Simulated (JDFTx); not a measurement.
# Ga (I4/mmm) in JDFTx: equation of state

Aim: energy against volume of Ga in PBE, for its equilibrium volume and stiffness.

Everything below comes from runs of JDFTx 1.7.0 (patched build). Logs are shortened: lines on timing, memory, paths and dates and some standing lists are left out, and cuts for length are marked. The log counts tension as positive stress, the text compression.

### Step 1. The crystal as given

Symmetry: I4/mmm, No. 139, tetragonal system. The conventional cell has a = 2.769 Å, b = 2.769 Å, c = 4.622 Å, α = 90.00°, β = 90.00°, γ = 90.00°. Ga (site symmetry 4/mmm) is surrounded by 12 Ga at 2.77 to 3.03 Å.

This isn't the form of Ga at room conditions, which is orthorhombic.

### Step 2. Equation of state, PBE, 16.66 Å³/atom (volume scaled by 0.94)

Ga.in reads:

```
lattice \
   -2.5627289435     2.5627289435     2.5627289435 \
    2.5627289435    -2.5627289435     2.5627289435 \
    4.2784207592     4.2784207592    -4.2784207592
coords-type Lattice
ion Ga     0.0000000000     0.0000000000     0.0000000000 1

ion-species pseudo/Ga.upf
elec-cutoff 40
elec-ex-corr gga-PBE
kpoint-folding 13 13 13
elec-smearing Fermi 0.0018374661
elec-n-bands 12
electronic-SCF nIterations 100 energyDiffThreshold 1e-08
electronic-minimize nIterations 30 energyDiffThreshold 1e-7
forces-output-coords Cartesian

dump-name run.$VAR
dump End Ecomponents EigStats BandEigs Kpoints Forces Stress
```

Potentials or basis: PseudoDojo-SR-PBE-0.5-standard.

The run is started by

```sh
jdftx -c 1 -i Ga.in -o Ga.out
```

Standard output:

```text
*************** JDFTx 1.7.0 (patched build) ***************

Input parsed successfully to the following command list (including defaults):
[... the input with its defaults ...]

---------- Setting up symmetries ----------

Non-trivial transmission matrix:
[   1   0   0  ]
[   0   1   0  ]
[   1   1   1  ]
with reduced lattice vectors:
[      0.000000      5.125458      2.562729  ]
[      5.125458      0.000000      2.562729  ]
[      0.000000      0.000000     -4.278421  ]

Found 16 point-group symmetries of the bravais lattice
Found 16 space-group symmetries with basis
Applied RMS atom displacement 0 bohrs to make symmetries exact.

---------- Initializing the Grid ----------
R =
[     -2.56273      2.56273      2.56273  ]
[      2.56273     -2.56273      2.56273  ]
[      4.27842      4.27842     -4.27842  ]
unit cell volume = 112.395
G =
[ 1.60619e-17    1.22588   0.734288  ]
[    1.22588 1.60619e-17   0.734288  ]
[    1.22588    1.22588 -2.63669e-18  ]
Minimum fftbox size, Smin = [  32  32  32  ]
Chosen fftbox size, S = [  32  32  32  ]

---------- Exchange Correlation functional ----------
Initalized PBE GGA exchange.
Initalized PBE GGA correlation.

---------- Setting up pseudopotentials ----------
Width of ionic core gaussian charges (only for fluid interactions / plotting) set to 0

Reading pseudopotential file 'pseudo/Ga.upf':
  'Ga' pseudopotential, 'PBE' functional
  Generated using ONCVPSP code by D. R. Hamann
  13 valence electrons, 3 orbitals, 6 projectors, 1001 radial grid points, with lMax = 2
    3D    l: 2   occupation: 10.0   eigenvalue: -0.703915
    4S    l: 0   occupation:  2.0   eigenvalue: -0.328859
    4P    l: 1   occupation:  1.0   eigenvalue: -0.094784
  Core radius for overlap checks: 1.84 bohrs.

Initialized 1 species with 1 total atoms.

Folded 1 k-points by 13x13x13 to 2197 k-points.

---------- Setting up k-points, bands, fillings ----------
Reduced to 196 k-points under symmetry.
Computing the number of bands and number of electrons
Calculating initial fillings.
nElectrons:  13.000000   nBands: 12   nStates: 196

----- Setting up reduced wavefunction bases (one per k-point) -----
average nbasis = 1358.135 , ideal nbasis = 1358.103

---------- Setting up ewald sum ----------
Optimum gaussian width for ewald sums = 1.918092 bohr.
Real space sum over 2535 unit cells with max indices [  6  6  7  ]
Reciprocal space sum over 2197 terms with max indices [  6  6  6  ]

---------- Allocating electronic variables ----------
Initializing wave functions:  linear combination of atomic orbitals
Note: number of bands (12) exceeds available atomic orbitals (9)
Ga pseudo-atom occupations:   s ( 2 )  p ( 1 )  d ( 10 )
	FillingsUpdate:  mu: +0.477203454  nElectrons: 13.000000
LCAOMinimize: Iter:   0  F: -67.1054727432916138  |grad|_K:  1.437e-04  alpha:  1.000e+00
	FillingsUpdate:  mu: +0.477783812  nElectrons: 13.000000
LCAOMinimize: Iter:   1  F: -67.1057063696524665  |grad|_K:  2.394e-06  alpha:  8.094e-01  linmin: -1.051e-01  cgtest:  7.361e-01
LCAOMinimize: Encountered beta<0, resetting CG.
	FillingsUpdate:  mu: +0.477789873  nElectrons: 13.000000
LCAOMinimize: Iter:   2  F: -67.1057064425326217  |grad|_K:  2.133e-07  alpha:  9.012e-01  linmin: -5.188e-04  cgtest:  3.376e-03
	FillingsUpdate:  mu: +0.477789168  nElectrons: 13.000000
LCAOMinimize: Iter:   3  F: -67.1057064431225427  |grad|_K:  1.037e-08  alpha:  9.187e-01  linmin:  9.417e-04  cgtest: -1.221e-02
LCAOMinimize: Converged (|Delta F|<1.000000e-06 for 2 iters).

-------- Electronic minimization -----------
Will mix electronic density at each iteration.
	FillingsUpdate:  mu: +0.477789168  nElectrons: 13.000000
	FillingsUpdate:  mu: +0.469249758  nElectrons: 13.000000
SCF: Cycle:  0   F: -67.118566695638492   dF: -1.286e-02   |Residual|: 7.205e-03   |deigs|: 7.021e-01
	FillingsUpdate:  mu: +0.469054457  nElectrons: 13.000000
SCF: Cycle:  1   F: -67.118680240479137   dF: -1.135e-04   |Residual|: 4.293e-03   |deigs|: 8.945e-03
	FillingsUpdate:  mu: +0.468991517  nElectrons: 13.000000
SCF: Cycle:  2   F: -67.118686886215883   dF: -6.646e-06   |Residual|: 4.492e-04   |deigs|: 1.276e-03
	FillingsUpdate:  mu: +0.469007203  nElectrons: 13.000000
SCF: Cycle:  3   F: -67.118687749775916   dF: -8.636e-07   |Residual|: 1.753e-04   |deigs|: 3.704e-04
	FillingsUpdate:  mu: +0.469023084  nElectrons: 13.000000
SCF: Cycle:  4   F: -67.118688040106150   dF: -2.903e-07   |Residual|: 5.231e-05   |deigs|: 3.589e-04
	FillingsUpdate:  mu: +0.469023193  nElectrons: 13.000000
SCF: Cycle:  5   F: -67.118688077938600   dF: -3.783e-08   |Residual|: 8.289e-06   |deigs|: 2.148e-04
	FillingsUpdate:  mu: +0.469023105  nElectrons: 13.000000
SCF: Cycle:  6   F: -67.118688093708158   dF: -1.577e-08   |Residual|: 8.195e-06   |deigs|: 2.456e-04
	FillingsUpdate:  mu: +0.469023168  nElectrons: 13.000000
SCF: Cycle:  7   F: -67.118688095971521   dF: -2.263e-09   |Residual|: 7.629e-06   |deigs|: 1.415e-04
	FillingsUpdate:  mu: +0.469023620  nElectrons: 13.000000
SCF: Cycle:  8   F: -67.118688097184958   dF: -1.213e-09   |Residual|: 5.637e-06   |deigs|: 3.137e-04
SCF: Converged (|Delta E|<1.000000e-08 for 2 iters).

Setting wave functions to eigenvectors of Hamiltonian

# Stress tensor in Cartesian coordinates [Eh/a0^3]:
[ -0.000300662            0            0  ]
[            0 -0.000300662            0  ]
[            0            0 -0.000254929  ]

# Ionic positions in lattice coordinates:
ion Ga   0.000000000000000   0.000000000000000   0.000000000000000 1

# Forces in Cartesian coordinates:
force Ga   0.000000000000000   0.000000000000000   0.000000000000000 1

# Energy components:
   Eewald =      -50.5248327249855507
       EH =       18.5904423902572375
     Eloc =      -48.1046019523679647
      Enl =      -38.1673006909677284
      Exc =      -20.9529322429708564
 Exc_core =        9.3515351292536977
       KE =       62.6891043592134380
-------------------------------------
     Etot =      -67.1185857325677091
       TS =        0.0001023646172524
-------------------------------------
        F =      -67.1186880971849575

IonicMinimize: Iter:   0  F: -67.118688097184958  |grad|_K:  0.000e+00
IonicMinimize: Converged (|grad|_K<1.000000e-04).

#--- Lowdin population analysis ---
# oxidation-state Ga +0.018

Dumping 'run.eigStats' ...
	eMin: -0.093682 at state 194 ( [ +0.461538 +0.461538 -0.461538 ] spin 0 )
	HOMO: +0.468354 at state 178 ( [ +0.307692 +0.461538 -0.461538 ] spin 0 )
	mu  : +0.469024
	LUMO: +0.470016 at state 93 ( [ +0.076923 -0.384615 -0.384615 ] spin 0 )
	eMax: +1.742105 at state 194 ( [ +0.461538 +0.461538 -0.461538 ] spin 0 )
	HOMO-LUMO gap: +0.001661
	Optical gap  : +0.027319 at state 149 ( [ +0.153846 -0.230769 -0.461538 ] spin 0 )
Done!
```

Wall time 54 s (1 thread of Arm Neoverse V2, shared host); peak memory 0.16 GiB.

Results:

```yaml
Free_energy: -1826.3925 eV
Pressure: 8.4 GPa
Band_gap_on_the_k_mesh: none (metal or under the smearing width)
```

### Step 3. Equation of state, PBE, 17.01 Å³/atom (volume scaled by 0.96)

Ga.in, as its differences from that of step 2:

```diff
@@ -1,5 +1,5 @@
 lattice \
-   -2.5627289435     2.5627289435     2.5627289435 \
-    2.5627289435    -2.5627289435     2.5627289435 \
-    4.2784207592     4.2784207592    -4.2784207592
+   -2.5807769251     2.5807769251     2.5807769251 \
+    2.5807769251    -2.5807769251     2.5807769251 \
+    4.3085514754     4.3085514754    -4.3085514754
 coords-type Lattice
```

Potentials or basis: PseudoDojo-SR-PBE-0.5-standard.

The run is started by

```sh
jdftx -c 1 -i Ga.in -o Ga.out
```

Standard output:

```text
*************** JDFTx 1.7.0 (patched build) ***************

Input parsed successfully to the following command list (including defaults):
[... the input with its defaults ...]

---------- Setting up symmetries ----------

Non-trivial transmission matrix:
[   1   0   0  ]
[   0   1   0  ]
[   1   1   1  ]
with reduced lattice vectors:
[      0.000000      5.161554      2.580777  ]
[      5.161554      0.000000      2.580777  ]
[      0.000000      0.000000     -4.308551  ]

Found 16 point-group symmetries of the bravais lattice
Found 16 space-group symmetries with basis
Applied RMS atom displacement 0 bohrs to make symmetries exact.

---------- Initializing the Grid ----------
R =
[     -2.58078      2.58078      2.58078  ]
[      2.58078     -2.58078      2.58078  ]
[      4.30855      4.30855     -4.30855  ]
unit cell volume = 114.787
G =
[ 4.32714e-17     1.2173   0.729153  ]
[     1.2173 4.32714e-17   0.729153  ]
[     1.2173     1.2173 -1.38935e-18  ]
[... 70 lines left out ...]
SCF: Cycle:  7   F: -67.119301218871172   dF: -2.192e-09   |Residual|: 7.756e-06   |deigs|: 1.343e-04
	FillingsUpdate:  mu: +0.456207807  nElectrons: 13.000000
SCF: Cycle:  8   F: -67.119301220040271   dF: -1.169e-09   |Residual|: 2.192e-06   |deigs|: 1.673e-04
SCF: Converged (|Delta E|<1.000000e-08 for 2 iters).

Setting wave functions to eigenvectors of Hamiltonian

# Stress tensor in Cartesian coordinates [Eh/a0^3]:
[ -0.000234786            0            0  ]
[            0 -0.000234786            0  ]
[            0            0 -0.000201786  ]

# Ionic positions in lattice coordinates:
ion Ga   0.000000000000000   0.000000000000000   0.000000000000000 1

# Forces in Cartesian coordinates:
force Ga   0.000000000000000   0.000000000000000   0.000000000000000 1

# Energy components:
   Eewald =      -50.1715006567001325
       EH =       18.7938193496557808
     Eloc =      -48.6563246852963118
      Enl =      -38.1724617130632069
      Exc =      -20.9477177383451760
 Exc_core =        9.3515348031096295
       KE =       62.6834493595991020
-------------------------------------
     Etot =      -67.1192012810402900
       TS =        0.0000999389999779
-------------------------------------
        F =      -67.1193012200402706

IonicMinimize: Iter:   0  F: -67.119301220040271  |grad|_K:  0.000e+00
IonicMinimize: Converged (|grad|_K<1.000000e-04).

#--- Lowdin population analysis ---
# oxidation-state Ga +0.018

Dumping 'run.eigStats' ...
	eMin: -0.104746 at state 194 ( [ +0.461538 +0.461538 -0.461538 ] spin 0 )
	HOMO: +0.455543 at state 82 ( [ +0.076923 +0.461538 -0.384615 ] spin 0 )
	mu  : +0.456208
	LUMO: +0.457403 at state 93 ( [ +0.076923 -0.384615 -0.384615 ] spin 0 )
	eMax: +1.708493 at state 194 ( [ +0.461538 +0.461538 -0.461538 ] spin 0 )
	HOMO-LUMO gap: +0.001861
	Optical gap  : +0.025706 at state 149 ( [ +0.153846 -0.230769 -0.461538 ] spin 0 )
Done!
```

Wall time 96 s (1 thread of Arm Neoverse V2, shared host); peak memory 0.17 GiB.

What came out:

```yaml
Free_energy: -1826.4092 eV
Pressure: 6.6 GPa
Band_gap_on_the_k_mesh: none (metal or under the smearing width)
```

### Step 4. Equation of state, PBE, 17.36 Å³/atom (volume scaled by 0.98)

Ga.in, as its differences from that of step 3:

```diff
@@ -1,5 +1,5 @@
 lattice \
-   -2.5807769251     2.5807769251     2.5807769251 \
-    2.5807769251    -2.5807769251     2.5807769251 \
-    4.3085514754     4.3085514754    -4.3085514754
+   -2.5985759492     2.5985759492     2.5985759492 \
+    2.5985759492    -2.5985759492     2.5985759492 \
+    4.3382665625     4.3382665625    -4.3382665625
 coords-type Lattice
```

The run is started by

```sh
jdftx -c 1 -i Ga.in -o Ga.out
```

Run time: 97 s. Hardware: 1 thread of Arm Neoverse V2, shared host; peak memory 0.17 GiB.

The run converged. Its results:

| Quantity | Value |
| --- | --- |
| Free energy | -1826.4221 eV |
| Pressure | 4.9 GPa |
| Band gap on the k mesh | none (metal or under the smearing width) |

### Step 5. Equation of state, PBE, 17.72 Å³/atom

Ga.in, as its differences from that of step 4:

```diff
@@ -1,5 +1,5 @@
 lattice \
-   -2.5985759492     2.5985759492     2.5985759492 \
-    2.5985759492    -2.5985759492     2.5985759492 \
-    4.3382665625     4.3382665625    -4.3382665625
+   -2.6161344273     2.6161344273     2.6161344273 \
+    2.6161344273    -2.6161344273     2.6161344273 \
+    4.3675800637     4.3675800637    -4.3675800637
 coords-type Lattice
```

The run is started by

```sh
jdftx -c 1 -i Ga.in -o Ga.out
```

Wall time 96 s (1 thread of Arm Neoverse V2, shared host); peak memory 0.17 GiB.

It converged, with:

| Property | Result |
| --- | --- |
| Free energy | -1826.4316 eV |
| Pressure | 3.5 GPa |
| Band gap on the k mesh | none (metal or under the smearing width) |

### Step 6. Equation of state, PBE, 18.07 Å³/atom (volume scaled by 1.02)

Ga.in, as its differences from that of step 5:

```diff
@@ -1,5 +1,5 @@
 lattice \
-   -2.6161344273     2.6161344273     2.6161344273 \
-    2.6161344273    -2.6161344273     2.6161344273 \
-    4.3675800637     4.3675800637    -4.3675800637
+   -2.6334603257     2.6334603257     2.6334603257 \
+    2.6334603257    -2.6334603257     2.6334603257 \
+    4.3965052779     4.3965052779    -4.3965052779
 coords-type Lattice
```

Potentials or basis: PseudoDojo-SR-PBE-0.5-standard.

The run is started by

```sh
jdftx -c 1 -i Ga.in -o Ga.out
```

Run time: 96 s. Hardware: 1 thread of Arm Neoverse V2, shared host; peak memory 0.17 GiB.

Results (log left out):

```
Free energy            : -1826.4380 eV
Pressure               : 2.2 GPa
Band gap on the k mesh : none (metal or under the smearing width)
```

### Step 7. Equation of state, PBE, 18.43 Å³/atom (volume scaled by 1.04)

Ga.in, as its differences from that of step 6:

```diff
@@ -1,5 +1,5 @@
 lattice \
-   -2.6334603257     2.6334603257     2.6334603257 \
-    2.6334603257    -2.6334603257     2.6334603257 \
-    4.3965052779     4.3965052779    -4.3965052779
+   -2.6505611967     2.6505611967     2.6505611967 \
+    2.6505611967    -2.6505611967     2.6505611967 \
+    4.4250548135     4.4250548135    -4.4250548135
 coords-type Lattice
```

The run is started by

```sh
jdftx -c 1 -i Ga.in -o Ga.out
```

It took 97 s on 1 thread of Arm Neoverse V2, shared host; peak memory 0.17 GiB.

Results (log left out):

- Free energy: -1826.4418 eV
- Pressure: 1.1 GPa
- Band gap on the k mesh: none (metal or under the smearing width)

### Step 8. Equation of state, PBE, 18.78 Å³/atom (volume scaled by 1.06)

Ga.in, as its differences from that of step 7:

```diff
@@ -1,5 +1,5 @@
 lattice \
-   -2.6505611967     2.6505611967     2.6505611967 \
-    2.6505611967    -2.6505611967     2.6505611967 \
-    4.4250548135     4.4250548135    -4.4250548135
+   -2.6674442072     2.6674442072     2.6674442072 \
+    2.6674442072    -2.6674442072     2.6674442072 \
+    4.4532406359     4.4532406359    -4.4532406359
 coords-type Lattice
```

The run is started by

```sh
jdftx -c 1 -i Ga.in -o Ga.out
```

Run time: 96 s. Hardware: 1 thread of Arm Neoverse V2, shared host; peak memory 0.18 GiB.

The run converged. Its results:

```yaml
Free_energy: -1826.4433 eV
Pressure: 0.1 GPa
Band_gap_on_the_k_mesh: none (metal or under the smearing width)
```

### Step 9. Equation of state, PBE

Potentials or basis: PseudoDojo-SR-PBE-0.5-standard.

No new run: the results of the series are fitted here.

Results:

```yaml
Equilibrium_volume: "18.85 Å³/atom (rough: see the caveat)"
Bulk_modulus_at_fixed_shape_and_positions: 48 GPa (rough)
```

Energy against volume, from the lowest point:
```
volume (Å³/atom)  energy (meV/atom)
          16.655              50.75
          17.010              34.07
          17.364              21.20
          17.718              11.74
          18.073               5.30
          18.427               1.50
          18.781               0.00
```

Caveat: the minimum lies outside the volumes run; the cell was scaled at fixed shape and fractional positions, which overstates the stiffness of a crystal with free parameters, most of all of layers and chains.
